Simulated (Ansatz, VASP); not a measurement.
# One calculation of ZnS, two programs

```xyz
2
Lattice="0.0000 2.6641 2.6641 2.6641 0.0000 2.6641 2.6641 2.6641 0.0000" Properties=species:S:1:pos:R:3 pbc="T T T"
Zn    0.0000    0.0000    0.0000
S     3.9961    3.9961    3.9961
```

Change from the starting cell: strain -0.015 along x and y, -0.015 along z, atoms carried along.

Alike in both runs: task single point; functional PBE; k mesh 10 × 10 × 10; occupations gaussian, width 0.05 eV; no spin polarisation.

|  | VASP | Ansatz |
| --- | --- | --- |
| version | VASP 6.6.1 | Ansatz 0.2.0 |
| potentials or method | VASP PAW PBE potentials, release 64 (Zn, S) | scalar-relativistic, plane waves, PAW |
| plane-wave cutoff (eV) | 520 | 420 |
| valence electrons in the cell | 18 | 18 |

|  | VASP | Ansatz | Ansatz less VASP |
| --- | --- | --- | --- |
| gap on the k mesh at the Fermi level (eV) | 2.30 | 2.30 | -0.007 |
| least direct gap on the mesh (eV) | 2.30 | 2.30 | -0.007 |
| pressure (GPa) | 5.3 | 5.2 | -0.15 |
